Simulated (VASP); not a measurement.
Wanted: the native input for a VASP 6.6.1 run.

```yaml
Task: single point
Functional: PBEsol
Potentials_or_basis: VASP PAW PBE potentials, release 64 (O, H, Cl)
Cutoff: 520 eV
k_mesh: 1 × 1 × 1
Occupations: fermi-dirac, width 0.05 eV
Spin: no spin polarisation
Dipole_correction: no
Further_INCAR_settings: LREAL = Auto; ALGO = Normal; EDIFF = 1e-07; NBANDS = 44
```

The structure of H13ClO6 lies in POSCAR:

```
H13ClO6
1.0
    5.6959650000      0.0000000000      0.0000000000
    0.0000000000      5.6959650000      0.0000000000
    0.0000000000      0.0000000000      5.6959650000
O H Cl
6 13 1
Direct
   -0.0686275284      0.8564132680      1.0087316197
    0.7461246690      0.2954196523      0.0942245958
    0.6138380415      0.2187162316      0.6853623574
    0.1463667702      0.2915572690      0.9307817025
    0.4941392723      0.6399969101      0.0385360514
    0.7748994244      0.5643644229      0.4355539404
    0.0060744755      0.9375584295      1.1331354740
    0.0407305874      0.8205808849      0.8869787648
    0.9300092258      0.3172421179      0.0296876824
    0.6808855040      0.2141691531     -0.0481744533
    0.6913841641      0.2980530955      0.5462463340
    0.5042165814      0.1046179181      0.6112572672
    0.1748430687      0.1604469129      0.8108371452
    0.2986148967      0.3919616781      0.9165611095
    0.6047087719      0.7597132356      0.1178553590
    0.6371176789      0.4326044841      0.0807413669
    0.9137521035      0.6225459602      0.5185073995
    0.6361871957      0.6273037141      0.5176471414
    0.4342723314      0.7366969425      0.8941943990
    0.2808654899      0.8167887268      0.6250213967
```

The cell was built by a generator and needn't be a form met in nature.

The input as run:

INCAR

```
ALGO = Normal
EDIFF = 1E-7
ENCUT = 520
GGA = PS
ISIF = 2
ISMEAR = -1
LASPH = True
LCHARG = False
LREAL = Auto
LWAVE = False
NBANDS = 44
NELM = 100
PREC = Accurate
SIGMA = 0.05
```

KPOINTS

```
k-points
0
Gamma
  1 1 1
```

Potentials or basis: VASP PAW PBE potentials, release 64 (O, H, Cl).

Launch:

```bash
$ cat potpaw_PBE.64/O/POTCAR potpaw_PBE.64/H/POTCAR potpaw_PBE.64/Cl/POTCAR > POTCAR
$ mpirun -np 1 vasp_gam > vasp.out
```

Results of the run:

```json
{
 "Pressure": "1.6 GPa",
 "Largest force": "3.101 eV/Å",
 "Band gap on the k mesh": "4.80 eV, direct"
}
```

Caveat: the PAW data sets were made with another functional, which shifts forces and pressure a little.

It took 16 s on 1 thread of Intel(R) Xeon(R) 6975P-C (Granite Rapids), with other jobs on the host, peak memory 0.23 GiB.
